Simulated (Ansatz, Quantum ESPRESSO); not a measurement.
# Evanescent states of BAs, zinc blende type, lattice constant set to 4.533 Å, part 2 of 4

How good a tunnel barrier is BAs, zinc blende type, lattice constant set to 4.533 Å?

Quantum ESPRESSO 7.5; plane-wave DFT, PBEsol, GBRV ultrasoft pseudopotentials; cross-check by Ansatz 0.2.0 with PAW datasets.

So far. Step 2 (SCF with pw.x): The run needed 11 iterations to bring the estimated error under 1e-09 Ry.

### 3. Complex bands with pwcond.x

Level of this step: complex band structure by pwcond; plane-wave DFT, PBEsol, GBRV ultrasoft pseudopotentials (Quantum ESPRESSO).

ikind = 0 solves one period of the crystal for all kz, real and complex, at each energy and k across. ewind and epsproj trim the two-dimensional plane-wave basis; nz1 sets the subslabs.

cbs.in reads:

```
&inputcond
  outdir = './out'
  prefixl = 'scf'
  band_file = 'cbs'
  ikind = 0
  ewind = 4.0
  epsproj = 1e-05
  nz1 = 7
  energy0 = 4.48
  denergy = -0.16
/
4
  0.00000000 0.00000000 1.00000000
  0.50000000 0.00000000 1.00000000
  0.50000000 0.50000000 1.00000000
  0.25000000 0.00000000 1.00000000
41
```

Command:

```bash
$ OMP_NUM_THREADS=1 mpirun -n 2 pwcond.x -in cbs.in > cbs.out
```

The log of the run:

```text
[banner, memory and clock lines left out]
Program PWCOND v.7.5 starts

          URL

     ./out/scf.save/

     IMPORTANT: XC functional enforced from input :
     Exchange-correlation= PBESOL
                           (   1   4  10   8   0   0   0)
     Any further DFT definition will be discarded
     Please, verify this is what you really want

     Reading collected, re-writing distributed wavefunctions

===== INPUT FILE containing the left lead =====

     GEOMETRY:

     lattice parameter (alat)  =       6.0572  a.u.
     the volume                =     314.2851 (a.u.)^3
     the cross section         =      36.6893 (a.u.)^2
     l of the unit cell        =       1.4142 (alat)
     number of atoms/cell      =            4
     number of atomic types    =            2

     crystal axes: (cart. coord. in units of alat)
               a(1) = (  1.0000  0.0000  0.0000 )
               a(2) = (  0.0000  1.0000  0.0000 )
               a(3) = (  0.0000  0.0000  1.4142 )

   Cartesian axes

     site n.     atom                  positions (alat units)
          1        B      tau(  1)=(  0.0000  0.0000  1.4142  )
          2        As     tau(  2)=(  0.5000  0.0000  0.3536  )
          3        B      tau(  3)=(  0.5000  0.5000  0.7071  )
          4        As     tau(  4)=(  0.0000  0.5000  1.0607  )

     nr1s                      =           25
     nr2s                      =           25
     nr3s                      =           36
     nr1sx                     =           25
     nr2sx                     =           25
     nr3sx                     =           36
     nr1                       =           27
     nr2                       =           27
     nr3                       =           40
     nr1x                      =           27
     nr2x                      =           27
     nr3x                      =           40

 _______________________________
  Radii of nonlocal spheres:

     type       ibeta     ang. mom.          radius (alat units)
       B          1         0                    0.2065
       B          2         0                    0.2065
       B          3         1                    0.2065
       B          4         1                    0.2065
       As         1         0                    0.3181
       As         2         0                    0.3181
       As         3         1                    0.3181
       As         4         1                    0.3181
       As         5         2                    0.3181
       As         6         2                    0.3181
----- General information -----

----- Complex band structure calculation -----

     nrx                       =           25
     nry                       =           25
     nz1                       =            7

     energy0               =         4.5E+00
     denergy               =        -1.6E-01
     nenergy               =         41
     ecut2d                =         4.0E+01
     ewind                 =         4.0E+00
     epsproj               =         1.0E-05

     number of k_|| points=    4
                       cryst. coord.
        k(    1) = (   0.0000000   0.0000000), wk =   0.2500000
        k(    2) = (   0.5000000   0.0000000), wk =   0.2500000
        k(    3) = (   0.5000000   0.5000000), wk =   0.2500000
        k(    4) = (   0.2500000   0.0000000), wk =   0.2500000
----- Information about left lead -----

     nocros                   =            8
     noins                    =           44
     norb                     =           60
     norbf                    =           60
     nrz                      =           36

      iorb      type   ibeta   ang. mom.   m       position (alat)
        1        1       1        0        1   taunew(   1)=(  0.0000  0.0000  0.0000)
        2        1       2        0        1   taunew(   2)=(  0.0000  0.0000  0.0000)
        3        1       3        1        1   taunew(   3)=(  0.0000  0.0000  0.0000)
        4        1       3        1        2   taunew(   4)=(  0.0000  0.0000  0.0000)
        5        1       3        1        3   taunew(   5)=(  0.0000  0.0000  0.0000)
        6        1       4        1        1   taunew(   6)=(  0.0000  0.0000  0.0000)
        7        1       4        1        2   taunew(   7)=(  0.0000  0.0000  0.0000)
        8        1       4        1        3   taunew(   8)=(  0.0000  0.0000  0.0000)
        9        2       1        0        1   taunew(   9)=(  0.5000  0.0000  0.3536)
       10        2       2        0        1   taunew(  10)=(  0.5000  0.0000  0.3536)
       11        2       3        1        1   taunew(  11)=(  0.5000  0.0000  0.3536)
       12        2       3        1        2   taunew(  12)=(  0.5000  0.0000  0.3536)
       13        2       3        1        3   taunew(  13)=(  0.5000  0.0000  0.3536)
       14        2       4        1        1   taunew(  14)=(  0.5000  0.0000  0.3536)
       15        2       4        1        2   taunew(  15)=(  0.5000  0.0000  0.3536)
       16        2       4        1        3   taunew(  16)=(  0.5000  0.0000  0.3536)
       17        2       5        2        1   taunew(  17)=(  0.5000  0.0000  0.3536)
       18        2       5        2        2   taunew(  18)=(  0.5000  0.0000  0.3536)
       19        2       5        2        3   taunew(  19)=(  0.5000  0.0000  0.3536)
       20        2       5        2        4   taunew(  20)=(  0.5000  0.0000  0.3536)
       21        2       5        2        5   taunew(  21)=(  0.5000  0.0000  0.3536)
       22        2       6        2        1   taunew(  22)=(  0.5000  0.0000  0.3536)
       23        2       6        2        2   taunew(  23)=(  0.5000  0.0000  0.3536)
       24        2       6        2        3   taunew(  24)=(  0.5000  0.0000  0.3536)
       25        2       6        2        4   taunew(  25)=(  0.5000  0.0000  0.3536)
       26        2       6        2        5   taunew(  26)=(  0.5000  0.0000  0.3536)
       27        1       1        0        1   taunew(  27)=(  0.5000  0.5000  0.7071)
       28        1       2        0        1   taunew(  28)=(  0.5000  0.5000  0.7071)
       29        1       3        1        1   taunew(  29)=(  0.5000  0.5000  0.7071)
       30        1       3        1        2   taunew(  30)=(  0.5000  0.5000  0.7071)
       31        1       3        1        3   taunew(  31)=(  0.5000  0.5000  0.7071)
       32        1       4        1        1   taunew(  32)=(  0.5000  0.5000  0.7071)
       33        1       4        1        2   taunew(  33)=(  0.5000  0.5000  0.7071)
       34        1       4        1        3   taunew(  34)=(  0.5000  0.5000  0.7071)
       35        2       1        0        1   taunew(  35)=(  0.0000  0.5000  1.0607)
       36        2       2        0        1   taunew(  36)=(  0.0000  0.5000  1.0607)
       37        2       3        1        1   taunew(  37)=(  0.0000  0.5000  1.0607)
       38        2       3        1        2   taunew(  38)=(  0.0000  0.5000  1.0607)
       39        2       3        1        3   taunew(  39)=(  0.0000  0.5000  1.0607)
       40        2       4        1        1   taunew(  40)=(  0.0000  0.5000  1.0607)
       41        2       4        1        2   taunew(  41)=(  0.0000  0.5000  1.0607)
       42        2       4        1        3   taunew(  42)=(  0.0000  0.5000  1.0607)
       43        2       5        2        1   taunew(  43)=(  0.0000  0.5000  1.0607)
       44        2       5        2        2   taunew(  44)=(  0.0000  0.5000  1.0607)
       45        2       5        2        3   taunew(  45)=(  0.0000  0.5000  1.0607)
       46        2       5        2        4   taunew(  46)=(  0.0000  0.5000  1.0607)
       47        2       5        2        5   taunew(  47)=(  0.0000  0.5000  1.0607)
       48        2       6        2        1   taunew(  48)=(  0.0000  0.5000  1.0607)
       49        2       6        2        2   taunew(  49)=(  0.0000  0.5000  1.0607)
       50        2       6        2        3   taunew(  50)=(  0.0000  0.5000  1.0607)
       51        2       6        2        4   taunew(  51)=(  0.0000  0.5000  1.0607)
       52        2       6        2        5   taunew(  52)=(  0.0000  0.5000  1.0607)
       53        1       1        0        1   taunew(  53)=(  0.0000  0.0000  1.4142)
       54        1       2        0        1   taunew(  54)=(  0.0000  0.0000  1.4142)
       55        1       3        1        1   taunew(  55)=(  0.0000  0.0000  1.4142)
       56        1       3        1        2   taunew(  56)=(  0.0000  0.0000  1.4142)
       57        1       3        1        3   taunew(  57)=(  0.0000  0.0000  1.4142)
       58        1       4        1        1   taunew(  58)=(  0.0000  0.0000  1.4142)
       59        1       4        1        2   taunew(  59)=(  0.0000  0.0000  1.4142)
       60        1       4        1        3   taunew(  60)=(  0.0000  0.0000  1.4142)
    k slab    z(k)  z(k+1)     crossing(iorb=1,norb)
    1   0.0000 0.0393 0.0393   111111111111111111111111110000000000000000000000000000000000
    2   0.0393 0.0786 0.0393   111111111111111111111111110000000000000000000000000000000000
    3   0.0786 0.1179 0.0393   111111111111111111111111110000000000000000000000000000000000
    4   0.1179 0.1571 0.0393   111111111111111111111111110000000000000000000000000000000000
    5   0.1571 0.1964 0.0393   111111111111111111111111110000000000000000000000000000000000
    6   0.1964 0.2357 0.0393   111111111111111111111111110000000000000000000000000000000000
    7   0.2357 0.2750 0.0393   000000001111111111111111110000000000000000000000000000000000
    8   0.2750 0.3143 0.0393   000000001111111111111111110000000000000000000000000000000000
    9   0.3143 0.3536 0.0393   000000001111111111111111110000000000000000000000000000000000
   10   0.3536 0.3928 0.0393   000000001111111111111111110000000000000000000000000000000000
   11   0.3928 0.4321 0.0393   000000001111111111111111110000000000000000000000000000000000
   12   0.4321 0.4714 0.0393   000000001111111111111111110000000000000000000000000000000000
   13   0.4714 0.5107 0.0393   000000001111111111111111111111111100000000000000000000000000
   14   0.5107 0.5500 0.0393   000000001111111111111111111111111100000000000000000000000000
   15   0.5500 0.5893 0.0393   000000001111111111111111111111111100000000000000000000000000
   16   0.5893 0.6285 0.0393   000000001111111111111111111111111100000000000000000000000000
   17   0.6285 0.6678 0.0393   000000001111111111111111111111111100000000000000000000000000
   18   0.6678 0.7071 0.0393   000000001111111111111111111111111100000000000000000000000000
   19   0.7071 0.7464 0.0393   000000000000000000000000001111111111111111111111111100000000
   20   0.7464 0.7857 0.0393   000000000000000000000000001111111111111111111111111100000000
   21   0.7857 0.8250 0.0393   000000000000000000000000001111111111111111111111111100000000
   22   0.8250 0.8642 0.0393   000000000000000000000000001111111111111111111111111100000000
   23   0.8642 0.9035 0.0393   000000000000000000000000001111111111111111111111111100000000
   24   0.9035 0.9428 0.0393   000000000000000000000000001111111111111111111111111100000000
   25   0.9428 0.9821 0.0393   000000000000000000000000000000000011111111111111111100000000
   26   0.9821 1.0214 0.0393   000000000000000000000000000000000011111111111111111100000000
   27   1.0214 1.0607 0.0393   000000000000000000000000000000000011111111111111111100000000
   28   1.0607 1.0999 0.0393   000000000000000000000000000000000011111111111111111100000000
   29   1.0999 1.1392 0.0393   000000000000000000000000000000000011111111111111111100000000
   30   1.1392 1.1785 0.0393   000000000000000000000000000000000011111111111111111100000000
   31   1.1785 1.2178 0.0393   000000000000000000000000000000000011111111111111111111111111
   32   1.2178 1.2571 0.0393   000000000000000000000000000000000011111111111111111111111111
   33   1.2571 1.2964 0.0393   000000000000000000000000000000000011111111111111111111111111
   34   1.2964 1.3356 0.0393   000000000000000000000000000000000011111111111111111111111111
   35   1.3356 1.3749 0.0393   000000000000000000000000000000000011111111111111111111111111
   36   1.3749 1.4142 0.0393   000000000000000000000000000000000011111111111111111111111111
 ngper, shell number =          121          20
 ngper, n2d =          121         117
---  E-Ef =    4.4800000  k =    0.0000000   0.0000000
---  ie =          1  ik =          1
 Nchannels of the left tip =            3
 Right moving states:
   k1(2pi/a)   k2(2pi/a)   E-Ef (eV)
   0.1703447   0.0000000   4.4800000
   0.1703447   0.0000000   4.4800000
   0.4849234   0.0000000   4.4800000
 Left moving states:
   k1(2pi/a)   k2(2pi/a)   E-Ef (eV)
  -0.1703438   0.0000000   4.4800000
  -0.1703438   0.0000000   4.4800000
  -0.4849234   0.0000000   4.4800000

---  E-Ef =    4.3200000  k =    0.0000000   0.0000000
---  ie =          2  ik =          1
 Nchannels of the left tip =            3
 Right moving states:
   k1(2pi/a)   k2(2pi/a)   E-Ef (eV)
   0.1535294   0.0000000   4.3200000
   0.1535294   0.0000000   4.3200000
   0.4706977   0.0000000   4.3200000
 Left moving states:
   k1(2pi/a)   k2(2pi/a)   E-Ef (eV)
  -0.1535285   0.0000000   4.3200000
  -0.1535285   0.0000000   4.3200000
  -0.4706978   0.0000000   4.3200000
[... further energies and points left out ...]
---  E-Ef =   -1.7600000  k =    0.2500000   0.0000000
---  ie =         40  ik =          4
 Nchannels of the left tip =            3
 Right moving states:
   k1(2pi/a)   k2(2pi/a)   E-Ef (eV)
   0.1499414   0.0000000  -1.7600000
  -0.3256574  -0.0000000  -1.7600000
  -0.3924450  -0.0000000  -1.7600000
 Left moving states:
   k1(2pi/a)   k2(2pi/a)   E-Ef (eV)
  -0.1499420   0.0000000  -1.7600000
   0.3256579   0.0000000  -1.7600000
   0.3924461  -0.0000000  -1.7600000

---  E-Ef =   -1.9200000  k =    0.2500000   0.0000000
---  ie =         41  ik =          4
 Nchannels of the left tip =            3
 Right moving states:
   k1(2pi/a)   k2(2pi/a)   E-Ef (eV)
   0.1261779   0.0000000  -1.9200000
  -0.3538874  -0.0000000  -1.9200000
  -0.4144112  -0.0000000  -1.9200000
 Left moving states:
   k1(2pi/a)   k2(2pi/a)   E-Ef (eV)
  -0.1261785   0.0000000  -1.9200000
   0.3538879   0.0000000  -1.9200000
   0.4144123  -0.0000000  -1.9200000

Note: The following floating-point exceptions are signalling: IEEE_UNDERFLOW_FLAG
Note: The following floating-point exceptions are signalling: IEEE_UNDERFLOW_FLAG
```

The job ended after 3.1 min (2 MPI ranks of Arm Neoverse N1, shared host; peak memory 0.12 GiB; 6.3 min of CPU time).

Read from the output:

| Quantity | Value |
| --- | --- |
| peak of the smallest κ at the zone centre | 0.174 Å⁻¹ |
| energy of the peak at the zone centre | 0.8 eV |
| peak of the smallest κ at (1/4, 0) | 0.288 Å⁻¹ |

K across = (0, 0) in the cell's reciprocal vectors; values within 0.0025 1/Å of each other count once, columns are sorted by size at each energy, a dash where no further value was kept. The Im kz of the slowest decaying states by energy, zero at the highest filled level of the SCF mesh:

```csv
energy (eV),decay 1 (Å⁻¹),decay 2 (Å⁻¹),decay 3 (Å⁻¹)
-1.92,0.9,1.84,2.1
-1.76,0.874,1.83,2.09
-1.44,0.819,1.81,2.07
-1.28,0.791,1.80,2.06
-0.96,0.73,1.78,2.03
-0.80,0.698,1.77,2.02
-0.64,0.665,1.75,2.01
-0.32,0.592,1.73,1.99
-0.16,0.552,1.72,1.98
0.00,0.012,0.018,0.509
0.32,0.124,0.155,0.41
0.48,0.147,0.187,0.349
0.80,0.174,0.178,0.237
0.96,0.188,0.257,1.65
1.12,0.008,0.195,0.275
1.44,0.204,0.305,1.61
1.60,0.206,0.318,1.6
1.76,0.206,0.33,1.59
2.08,0.2,0.352,1.56
2.24,0.195,0.361,1.55
2.56,0.178,0.378,1.53
2.72,0.167,0.386,1.52
2.88,0.152,0.393,1.50
3.20,0.11,0.405,1.48
3.36,0.075,0.411,1.47
3.52,0.059,0.417,1.46
3.84,0.172,0.426,1.43
4.00,0.199,0.43,1.42
4.32,0.234,0.437,1.39
4.48,0.245,0.44,1.38
```

K across = (0, 0) in the cell's reciprocal vectors. Re kz of states that move upwards against energy, zero at the highest filled level of the SCF mesh:

```
energy (eV)  channel 1 (Å⁻¹)  channel 2 (Å⁻¹)  channel 3 (Å⁻¹)
      -1.92           -0.438           -0.438           -0.424
      -1.76           -0.409           -0.409           -0.403
      -1.60           -0.381           -0.381           -0.381
      -1.44           -0.359           -0.353           -0.353
      -1.28           -0.335           -0.324           -0.324
      -1.12           -0.311           -0.296           -0.296
      -0.96           -0.285           -0.267           -0.267
      -0.64           -0.229           -0.207           -0.207
      -0.48           -0.196           -0.174           -0.174
      -0.32           -0.158           -0.138           -0.138
      -0.16           -0.110          -0.0949          -0.0949
       0.00                -                -                -
       0.16                -                -                -
       0.32                -                -                -
       0.48                -                -                -
       0.64                -                -                -
       0.80                -                -                -
       0.96           -0.124            0.376                -
       1.12            0.504                -                -
       1.44            0.128            0.660                -
       1.60           -0.664            0.178                -
       1.76           -0.609            0.222                -
       1.92           -0.557            0.262                -
       2.08           -0.507            0.299                -
       2.24           -0.460            0.332                -
       2.40           -0.414            0.364                -
       2.56           -0.369            0.394                -
       2.72           -0.324            0.422                -
       2.88           -0.278            0.449                -
       3.04           -0.230            0.475                -
       3.20           -0.178            0.500                -
       3.52           0.0383           0.0383            0.547
       3.68           0.0953           0.0953            0.569
       3.84            0.131            0.131            0.591
       4.00            0.161            0.161            0.612
       4.16            0.188            0.188            0.632
       4.32            0.213            0.213            0.652
       4.48            0.236            0.236            0.672
```

K across = (1/2, 0) in the cell's reciprocal vectors; values within 0.0025 1/Å of each other count once, columns are sorted by size at each energy, a dash where no further value was kept. Im kz of the slowest decaying states against energy, zero at the highest filled level of the SCF mesh:

| energy (eV) | decay 1 (Å⁻¹) | decay 2 (Å⁻¹) | decay 3 (Å⁻¹) |
| --- | --- | --- | --- |
| -1.92 | 0.098 | 0.351 | 1.30 |
| -1.76 | 0.133 | 0.443 | 1.28 |
| -1.44 | 0.181 | 0.54 | 1.24 |
| -1.28 | 0.198 | 0.569 | 1.22 |
| -0.96 | 0.227 | 0.608 | 1.18 |
| -0.80 | 0.238 | 0.621 | 1.16 |
| -0.64 | 0.248 | 0.631 | 1.14 |
| -0.32 | 0.265 | 0.643 | 1.10 |
| -0.16 | 0.272 | 0.646 | 1.08 |
| 0.00 | 0.277 | 0.648 | 1.05 |
| 0.32 | 0.286 | 0.648 | 1.01 |
| 0.48 | 0.289 | 0.646 | 0.986 |
| 0.80 | 0.292 | 0.638 | 0.937 |
| 0.96 | 0.293 | 0.633 | 0.912 |
| 1.12 | 0.293 | 0.627 | 0.887 |
| 1.44 | 0.29 | 0.613 | 0.833 |
| 1.60 | 0.287 | 0.604 | 0.805 |
| 1.76 | 0.283 | 0.595 | 0.776 |
| 2.08 | 0.272 | 0.574 | 0.714 |
| 2.24 | 0.265 | 0.562 | 0.681 |
| 2.56 | 0.246 | 0.536 | 0.609 |
| 2.72 | 0.234 | 0.521 | 0.57 |
| 2.88 | 0.22 | 0.506 | 0.527 |
| 3.20 | 0.18 | 0.424 | 0.471 |
| 3.36 | 0.152 | 0.36 | 0.452 |
| 3.52 | 0.11 | 0.276 | 0.431 |
| 3.84 | 0.383 | 1.95 | 2.57 |
| 4.00 | 0.033 | 0.356 | 1.93 |
| 4.32 | 0.149 | 0.291 | 1.91 |
| 4.48 | 0.156 | 0.251 | 1.89 |

K across = (1/2, 1/2) in the cell's reciprocal vectors; values within 0.0025 1/Å of each other count once, columns are sorted by size at each energy, a dash where no further value was kept. Im kz of the slowest decaying states against energy, zero at the highest filled level of the SCF mesh:

```csv
energy (eV),decay 1 (Å⁻¹),decay 2 (Å⁻¹),decay 3 (Å⁻¹)
-1.92,0.317,0.325,2.28
-1.76,0.315,0.323,2.27
-1.44,0.308,0.317,2.25
-1.28,0.303,0.312,2.25
-0.96,0.291,0.301,2.22
-0.80,0.284,0.293,2.21
-0.64,0.276,0.285,2.20
-0.32,0.257,0.265,2.18
-0.16,0.245,0.253,2.17
0.00,0.232,0.24,2.16
0.32,0.202,0.207,2.14
0.48,0.183,0.187,2.13
0.80,0.134,2.10,2.15
0.96,0.095,0.101,2.09
1.12,0.042,2.08,2.13
1.44,2.06,2.11,2.41
1.60,2.05,2.10,2.40
1.76,2.04,2.10,2.39
2.08,2.01,2.08,2.38
2.24,2.00,2.07,2.37
2.56,1.98,2.05,2.35
2.72,1.97,2.04,2.35
2.88,1.96,2.04,2.34
3.20,1.93,2.02,2.32
3.36,1.92,2.01,2.31
3.52,1.91,2,2.31
3.84,1.88,1.98,2.29
4.00,1.87,1.97,2.28
4.32,1.84,1.95,2.27
4.48,1.83,1.94,2.26
```

[end of part 2 of 4]

[Logs are printed without paths, hosts, clocks, repeated set-up lines and the standing remarks that a program may print on its own settings, such as how far it seeks lower states.]

[Hosts, paths, dates, database ids (printed as entryN), source tags and the programs' standing remarks are cut or masked in the printed files.]

[Maps of the electrostatic potential energy from Ansatz leave out the sawtooth potential of an applied field or a dipole correction, so their vacuum need not be flat; planar profiles and work functions include it.]
